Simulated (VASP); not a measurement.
# CaF2 (Fluorite) (Fm-3m) in VASP: notebook

One crystal, CaF2 (Fluorite), is run at these levels: PBE, LDA, PBEsol; tasks: single point.

All numbers are computed with VASP 6.6.1; they aren't measurements. Logs are shortened: lines on timing, memory, paths and dates and some standing lists are left out, and cuts for length are marked.

## (1) The structure

It takes space group Fm-3m (No. 225, cubic). Conventional cell: a = 5.462 Å, b = 5.462 Å, c = 5.462 Å, α = 90.00°, β = 90.00°, γ = 90.00°. Ca (site symmetry m-3m) is surrounded by 8 F at 2.37 Å. Around F (site symmetry -43m) lie 4 Ca at 2.37 Å.

## (2) Single point, PBE (volume scaled by 0.98)

File INCAR:

```
SYSTEM = CaF2
ALGO     = Normal         ! electronic algorithm
EDIFF    = 1E-6           ! SCF threshold, eV
ENCUT    = 520            ! plane-wave cutoff, eV
GGA      = PE             ! functional
ISIF     = 2              ! what is computed and relaxed
ISMEAR   = -1             ! smearing method
LASPH    = .True.         ! aspherical terms in the spheres
LCHARG   = .True.         ! write CHGCAR
LELF     = .True.         ! ELF
LREAL    = .False.        ! projectors in reciprocal space
LVHAR    = .True.       
LWAVE    = .False.        ! write WAVECAR
NBANDS   = 19             ! bands
NELM     = 100            ! most SCF steps
PREC     = Accurate       ! precision mode
SIGMA    = 0.05           ! smearing width, eV
```

File KPOINTS:

```
k-points
0
Gamma
  8 8 8
  0 0 0
```

File POSCAR:

```
CaF2
1.0
    0.0000000000      2.7126705887      2.7126705887
    2.7126705887      0.0000000000      2.7126705887
    2.7126705887      2.7126705887      0.0000000000
Ca F
1 2
Direct
    0.0000000000      0.0000000000      0.0000000000
    0.7500000000      0.7500000000      0.7500000000
    0.2500000000      0.2500000000      0.2500000000
```

Potentials or basis: VASP PAW PBE potentials, release 64 (Ca_sv, F).

Run with:

```console
$ cat potpaw_PBE.64/Ca_sv/POTCAR potpaw_PBE.64/F/POTCAR > POTCAR
$ mpirun -np 1 vasp_std > vasp.out
```

OUTCAR:

```text
SYSTEM = CaF2
   EDIFF = 1E-6
   ENCUT = 520
   GGA = PE
   ISIF = 2
   ISMEAR = -1
   LASPH = .True.
   LREAL = .False.
   NELM = 100
   PREC = Accurate

 ion  position               nearest neighbor table
   1  0.000  0.000  0.000-   2 2.35   2 2.35   2 2.35   2 2.35   3 2.35   3 2.35   3 2.35   3 2.35

   2  0.750  0.750  0.750-   1 2.35   1 2.35   1 2.35   1 2.35
   3  0.250  0.250  0.250-   1 2.35   1 2.35   1 2.35   1 2.35

  LATTYP: Found a face centered cubic cell.
 ALAT       =     5.4253411774

  Lattice vectors:

 A1 = (   0.0000000000,   2.7126705887,   2.7126705887)
 A2 = (   2.7126705887,   0.0000000000,   2.7126705887)
 A3 = (   2.7126705887,   2.7126705887,   0.0000000000)

Analysis of symmetry for initial positions (statically):
=====================================================================
 Subroutine PRICEL returns:
 Original cell was already a primitive cell.

 Routine SETGRP: Setting up the symmetry group for a
 face centered cubic supercell.

 Subroutine GETGRP returns: Found 48 space group operations
 (whereof 48 operations were pure point group operations)
 out of a pool of 48 trial point group operations.

The static configuration has the point symmetry O_h .

Analysis of symmetry for dynamics (positions and initial velocities):
=====================================================================
 Subroutine PRICEL returns:
 Original cell was already a primitive cell.

 Routine SETGRP: Setting up the symmetry group for a
 face centered cubic supercell.

 Subroutine GETGRP returns: Found 48 space group operations
 (whereof 48 operations were pure point group operations)
 out of a pool of 48 trial point group operations.

The dynamic configuration has the point symmetry O_h .

 Subroutine INISYM returns: Found 48 space group operations
 (whereof 48 operations are pure point group operations),
 and found     1 'primitive' translations

----------------------------------------------------------------------------------------

                                     Primitive cell

  volume of cell :      39.9228

  direct lattice vectors                    reciprocal lattice vectors
     0.000000000  2.712670589  2.712670589    -0.184320205  0.184320205  0.184320205
     2.712670589  0.000000000  2.712670589     0.184320205 -0.184320205  0.184320205
     2.712670589  2.712670589  0.000000000     0.184320205  0.184320205 -0.184320205

  length of vectors
     3.836295537  3.836295537  3.836295537     0.319251961  0.319251961  0.319251961

  position of ions in fractional coordinates (direct lattice)
     0.000000000  0.000000000  0.000000000
     0.750000000  0.750000000  0.750000000
     0.250000000  0.250000000  0.250000000

  ion indices of the primitive-cell ions
   primitive index   ion index
                 1           1
                 2           2
                 3           3

----------------------------------------------------------------------------------------

 KPOINTS: k-points

Automatic generation of k-mesh.
 Grid dimensions read from file:
 generate k-points for:    8    8    8

 Generating k-lattice:

  Cartesian coordinates                     Fractional coordinates (reciprocal lattice)
    -0.023040026  0.023040026  0.023040026     0.125000000  0.000000000  0.000000000
     0.023040026 -0.023040026  0.023040026     0.000000000  0.125000000  0.000000000
     0.023040026  0.023040026 -0.023040026     0.000000000  0.000000000  0.125000000

  Length of vectors
     0.039906495  0.039906495  0.039906495

  Shift w.r.t. Gamma in fractional coordinates (k-lattice)
     0.000000000  0.000000000  0.000000000

 Subroutine IBZKPT returns following result:
 ===========================================

 Found     29 irreducible k-points:

 Following reciprocal coordinates:
            Coordinates               Weight
  0.000000  0.000000  0.000000      1.000000
  0.125000  0.000000  0.000000      8.000000
  0.250000  0.000000  0.000000      8.000000
  0.375000  0.000000  0.000000      8.000000
  0.500000  0.000000  0.000000      4.000000
  0.125000  0.125000  0.000000      6.000000
[... 16 lines left out ...]
  0.500000  0.250000  0.125000     48.000000
 -0.375000  0.250000  0.125000     24.000000
 [... further k-points ...]
   k-points           NKPTS =     29   k-points in BZ     NKDIM =     29   number of bands    NBANDS=     19
   number of dos      NEDOS =    301   number of ions     NIONS =      3
   total plane-waves  NPLWV =  27000
   dimension x,y,z NGX =    30 NGY =   30 NGZ =   30
   dimension x,y,z NGXF=    60 NGYF=   60 NGZF=   60
   ions per type =               1   2
   NGX,Y,Z   is equivalent  to a cutoff of  13.00, 13.00, 13.00 a.u.
   NGXF,Y,Z  is equivalent  to a cutoff of  26.00, 26.00, 26.00 a.u.
 SYSTEM =  CaF2
   PREC   = accura    normal or accurate (medium, high low for compatibility)
   ISTART =      0    job   : 0-new  1-cont  2-samecut
   ICHARG =      2    charge: 1-file 2-atom 10-const
   ISPIN  =      1    spin polarized calculation?
   LNONCOLLINEAR =      F non collinear calculations
   LSORBIT =      F    spin-orbit coupling
   LASPH  =      T    aspherical Exc in radial PAW
   ENCUT  =  520.0 eV  38.22 Ry    6.18 a.u.   7.13  7.13  7.13*2*pi/ulx,y,z
   NELM   =    100;   NELMIN=  2; NELMDL= -5     # of ELM steps
   EDIFF  = 0.1E-05   stopping-criterion for ELM
   LREAL  =      F    real-space projection
   EDIFFG = 0.1E-04   stopping-criterion for IOM
   NSW    =      0    number of steps for IOM
   IBRION =     -1    ionic relax: 0-MD 1-quasi-New 2-CG
   NFREE  =      0    steps in history (QN), initial steepest desc. (CG)
   ISIF   =      2    stress and relaxation
   ISYM   =      2    0-nonsym 1-usesym 2-fastsym
   POTIM  = 0.5000    time-step for ionic-motion
   TEBEG  =    0.0;   TEEND  =   0.0 temperature during run
   PSTRESS=    0.0 pullay stress
   NELECT =      24.0000    total number of electrons
   NUPDOWN=      -1.0000    fix difference up-down
   EMIN   =  10.00;   EMAX   =-10.00  energy-range for DOS
   EFERMI =   0.00;   METHOD = LEGACY
   ISMEAR =    -1;   SIGMA  =   0.05  broadening in eV -4-tet -1-fermi 0-gaus
   EFERMI_NEDOS =   21; number of points for ismear=-14 and -15
   IALGO  =     38    algorithm
   IMIX   =      4    mixing-type and parameters
     AMIX     =   0.40;   BMIX     =  1.00
     AMIX_MAG =   1.60;   BMIX_MAG =  1.00
  volume/ion in A,a.u.               =      13.31        89.80
  Fermi-wavevector in a.u.,A,eV,Ry     =   1.381672  2.610981 25.973748  1.909017
  Thomas-Fermi vector in A             =   2.506434
   LORBIT       =      0    0 simple, 1 ext, 2 COOP (PROOUT), +10 PAW based schemes
   GGA     = PE    functional components
   LHFCALC =     F    Hartree Fock is set to
   AEXX    =    0.0000 exact exchange contribution
   IVDW    =     0    specifies the selected vdW correction
   LEPSILON=     F    determine dielectric tensor
   LRPA    =     F    only Hartree local field effects (RPA)
 non-spin polarized calculation
  energy-cutoff  :      520.00
  volume of cell :       39.92
 maximum number of plane-waves:      1090
 NGX is ok and might be reduce to    30
   NGX = 15   NGY = 15   NGZ = 15

 number of electron      23.9999982 magnetization

 Free energy of the ion-electron system (eV)
  ---------------------------------------------------
  ext. energy  EPLUGINS =         0.00000000
  ---------------------------------------------------
  free energy    TOTEN  =       -17.30979772 eV

  energy without entropy =      -17.30979772  energy(sigma->0) =      -17.30979772

 E-fermi :   0.2392     XC(G=0):  -9.7323

 val. band max:       -0.8588586432   @ k =   0.5000   0.5000   0.0000
 cond. band min:       6.5397775635   @ k =   0.0000   0.0000   0.0000
 fundamental gap:      7.3986362067
 Fermi energy:         0.2391669022

 k-point     1 :       0.0000    0.0000    0.0000
  band No.  band energies     occupation
      1     -36.7885      2.00000
      2     -20.8436      2.00000
      3     -20.0415      2.00000
      4     -17.7273      2.00000
      5     -17.7273      2.00000
      6     -17.7273      2.00000
[... 11 lines left out ...]
     18      10.5274      0.00000
     19      16.2575      0.00000

 k-point     2 :       0.1250    0.0000    0.0000
  band No.  band energies     occupation
      1     -36.7830      2.00000
      2     -20.8851      2.00000
      3     -20.0824      2.00000
      4     -17.7341      2.00000
      5     -17.7341      2.00000
      6     -17.6566      2.00000
[... 11 lines left out ...]
     18      10.4852      0.00000
     19      15.5449      0.00000

 k-point     3 :       0.2500    0.0000    0.0000
  band No.  band energies     occupation
      1     -36.7698      2.00000
      2     -20.9549      2.00000
      3     -20.2163      2.00000
      4     -17.7502      2.00000
      5     -17.7502      2.00000
      6     -17.4781      2.00000
[... 11 lines left out ...]
     18      10.3835      0.00000
     19      14.2713      0.00000

 k-point     4 :       0.3750    0.0000    0.0000
  band No.  band energies     occupation
      1     -36.7565      2.00000
      2     -20.9807      2.00000
      3     -20.3947      2.00000
      4     -17.7663      2.00000
      5     -17.7663      2.00000
      6     -17.2928      2.00000
[... 407 lines left out ...]
     18      10.5117      0.00000
     19      14.7728      0.00000

 k-point    23 :       0.5000    0.2500    0.1250
  band No.  band energies     occupation
      1     -36.7492      2.00000
      2     -20.9717      2.00000
      3     -20.5223      2.00000
      4     -17.7921      2.00000
      5     -17.6148      2.00000
      6     -17.3251      2.00000
[... 11 lines left out ...]
     18      11.1894      0.00000
     19      14.1061      0.00000

 k-point    24 :      -0.3750    0.2500    0.1250
  band No.  band energies     occupation
      1     -36.7448      2.00000
      2     -20.9028      2.00000
      3     -20.6673      2.00000
      4     -17.8002      2.00000
      5     -17.5664      2.00000
      6     -17.3037      2.00000
[... 11 lines left out ...]
     18      11.8030      0.00000
     19      13.5804      0.00000

 [... further k-points ...]

------------------------ aborting loop because EDIFF is reached ----------------------------------------

  FORCE on cell =-STRESS in cart. coord.  units (eV):
  Direction    XX          YY          ZZ          XY          YZ          ZX
  --------------------------------------------------------------------------------------
  -------------------------------------------------------------------------------------
  Total        1.1044654      1.1044654      1.1044654      0.0000000      0.0000000     -0.0000000
  in kB       44.3242616     44.3242616     44.3242616      0.0000000      0.0000000     -0.0000000
  external PRESSURE =      44.3242616 kB  Pullay stress =       0.0000000 kB

 VOLUME and BASIS-vectors are now :
 -----------------------------------------------------------------------------
  energy-cutoff  :      520.00
  volume of cell :       39.92
      direct lattice vectors                 reciprocal lattice vectors
     0.000000000  2.712670589  2.712670589    -0.184320205  0.184320205  0.184320205
     2.712670589  0.000000000  2.712670589     0.184320205 -0.184320205  0.184320205
     2.712670589  2.712670589  0.000000000     0.184320205  0.184320205 -0.184320205

 POSITION                                       TOTAL-FORCE (eV/Angst)
 -----------------------------------------------------------------------------------
      0.00000      0.00000      0.00000        -0.000000     -0.000000     -0.000000
      4.06901      4.06901      4.06901        -0.000000     -0.000000      0.000000
      1.35634      1.35634      1.35634         0.000000      0.000000     -0.000000
 -----------------------------------------------------------------------------------
    total drift:                                0.000000     -0.000000      0.000000

  FREE ENERGIE OF THE ION-ELECTRON SYSTEM (eV)
  ---------------------------------------------------
  free  energy   TOTEN  =       -17.3097977193 eV

  energy  without entropy=      -17.3097977193  energy(sigma->0) =      -17.30979772
```

Wall time 11 s (1 thread of Intel Xeon 6975P-C (Granite Rapids), shared host); peak memory 0.17 GiB.

What came out:

* Free energy: -17.3098 eV
* Pressure: 4.4 GPa
* Band gap on the k mesh: 7.40 eV, indirect (least direct gap 7.66 eV)

A k mesh can miss the band edges.

(Continued in part 2 of 2.)
